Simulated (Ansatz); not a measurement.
## CaF2, space group Fm-3m: a calculation of the elastic constants, step by step

Program: the Python package of Ansatz (0.2.0).

The cells in order, each with its output:

In [1]:
```python
from dataclasses import dataclass

import ansatz as az
import numpy as np


@dataclass
class Options:
    kgrid: tuple[int, ...] = (8, 8, 8)
```

In [2]:
```python
settings = Options()
```

In [3]:
```python
lattice = az.Lattice.of(
    [0.0, 2.731, 2.731],
    [2.731, 0.0, 2.731],
    [2.731, 2.731, 0.0],
)
sites = [
    ("Ca", [0.0, 0.0, 0.0]),
    ("F", [0.25, 0.25, 0.25]),
    ("F", [0.75, 0.75, 0.75]),
]
structure = az.Crystal(lattice=lattice)
for symbol, position in sites:
    structure = structure.atom(symbol, position)

calculation = (
    structure.calculation()
    .pseudopotentials("paw")
    .occupations(az.OccupationsMethod.FIXED)
    .functional(az.Functional.PBE)
    .kpoints(*settings.kgrid)
)
res = calculation.elastic("relaxed-ion", amplitude=0.003).run(threads=1, backend="cpu")
elastic = res.elastic
```
```text
DeckWarning: basis.ecutwfc = 420 eV, auto-derived from the records' recommended cutoffs: set by Ca (normal level)
```

In [4]:
```python
print(np.array2string(np.round(elastic.c_gpa, 1) + 0.0, suppress_small=True))
print("Voigt stress of the unstrained cell (GPa, tension positive):", np.round(elastic.sigma0_gpa, 3) + 0.0)
print("smallest eigenvalue of C:", round(elastic.stability.min_eigenvalue_gpa, 1), "GPa; tensor positive definite:", elastic.stability.min_eigenvalue_gpa > 0)
# averaged moduli need a positive definite tensor
if elastic.stability.min_eigenvalue_gpa > 0:
    m = elastic.moduli
    anisotropy = 5 * m.g_voigt_gpa / m.g_reuss_gpa + m.k_voigt_gpa / m.k_reuss_gpa - 6
    print(f"Voigt K {m.k_voigt_gpa:.1f} G {m.g_voigt_gpa:.1f}; Reuss K {m.k_reuss_gpa:.1f} G {m.g_reuss_gpa:.1f}; universal anisotropy index {anisotropy:.3f}")
    S = np.linalg.inv(elastic.c_gpa)
    print("Young modulus along x, y, z (GPa):", np.round(1 / np.diag(S)[:3], 1))
    print("linear compressibility along x, y, z (1/TPa):", np.round(1000 * S[:3, :3].sum(axis=1), 2))
```
```text
[[165.6  47.8  47.8   0.    0.    0. ]
 [ 47.8 165.6  47.8   0.    0.    0. ]
 [ 47.8  47.8 165.6   0.    0.    0. ]
 [  0.    0.    0.   31.1   0.    0. ]
 [  0.    0.    0.    0.   31.1   0. ]
 [  0.    0.    0.    0.    0.   31.1]]
Voigt stress of the unstrained cell (GPa, tension positive): [-2.205 -2.205 -2.205  0.     0.     0.   ]
smallest eigenvalue of C: 31.1 GPa; tensor positive definite: True
Voigt K 87.1 G 42.2; Reuss K 87.1 G 38.3; universal anisotropy index 0.507
Young modulus along x, y, z (GPa): [144.2 144.2 144.2]
linear compressibility along x, y, z (1/TPa): [3.83 3.83 3.83]
```

With fixed filling the reported Fermi level is the top filled level among the k-points of the SCF. A positive definite tensor excludes instabilities under uniform strain alone; phonons elsewhere in the zone can still be imaginary. The structure is a deposited one; some such entries were measured under pressure or heat, so a shift against it needn't be the functional's error alone. Warnings are shown shortened and without file and line. The constants belong to the cell that was strained; where it wasn't relaxed first it may be under stress. Finished in 42 s on 1 thread of Arm Neoverse V2, on a shared host, peak memory 0.42 GiB.

(A comment or docstring line of the script was reworded after the run, the code is as it ran.)
